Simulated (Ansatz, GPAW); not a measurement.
AlN: 3 runs at one level of theory

```
Al N
1.0
     0.00000    2.18399    2.18399
     2.18399    0.00000    2.18399
     2.18399    2.18399    0.00000
Al N
1 1
Direct
  0.00000 0.00000 0.00000
  0.25000 0.25000 0.25000
```

Measurements of this composition are mostly on another form, of space group No. 186.

Alike in all runs: task band structure; functional revPBE; k mesh 10 × 10 × 10; occupations fermi-dirac, width 0.05 eV; no spin polarisation; no spin-orbit coupling. Pressure is positive in compression and, in plane waves, holds the error of the finite cutoff, which Ansatz's Pulay term estimates and takes out. Gaps are the smaller of the mesh's and the band path's.

```csv
program and potentials,plane-wave cutoff (eV),notes,band gap (eV),pressure (GPa)
"Ansatz, Ansatz PAW",420,"potentials made for PBE, which Ansatz adapts in part; Pulay term of +0.46 GPa included",3.35,7.67
"GPAW, the program's PAW data sets (release 1.2.1) made for this functional",800,-,3.33,8.63
"Ansatz, all-electron LAPW, scalar-relativistic",-,-,?,?
```

Q: Estimate from the other rows what the run with Ansatz, all-electron LAPW, scalar-relativistic gave.

A: Band gap 3.35 eV; pressure 7.52 GPa. The other rows, which needn't bracket it: band gap 3.33 to 3.35; pressure 7.67 to 8.63.
